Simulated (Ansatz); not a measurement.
# W: a sweep of one setting

```
CELL_PARAMETERS angstrom
0.00000 2.03000 2.03000
2.03000 0.00000 2.03000
2.03000 2.03000 0.00000
ATOMIC_POSITIONS crystal
W 0.00000 0.00000 0.00000
```

The geometry is COD entry 1534935, unchecked; take it as a test cell.

Spin–orbit coupling is left out, though it moves levels of the heavy atoms by tenths of an eV or more.

These are results of DFT, PBE, PAW with Ansatz's default frozen-core files, scalar-relativistic in Ansatz 0.2.0, not measurements.

Numerical set-up: a Γ-centred 14×14×14 k mesh, Fermi–Dirac smearing of 0.05 eV, cutoff 420 eV, no spin polarisation. One setting is then changed at a time.

P includes the program's estimate of the Pulay (finite-basis) term, listed apart; without it the pressure would be far more sensitive to the cutoff.

| PAW cutoff (eV) | free energy less the base's (meV/atom) | P (GPa) | Pulay term in P (GPa) |
| --- | --- | --- | --- |
| 420 (base) | 0.0 | -4.67 | 0.06 |
| 250 | ? | -4.37 | ? |
| 800 | -1.2 | -4.67 | 0.00 |

**Question.** What belongs in the row "250", column "free energy less the base's (meV/atom)"?

**Answer.** 481.

**Question.** Fill in "Pulay term in P (GPa)" for the row "250".

**Answer.** 34.01.
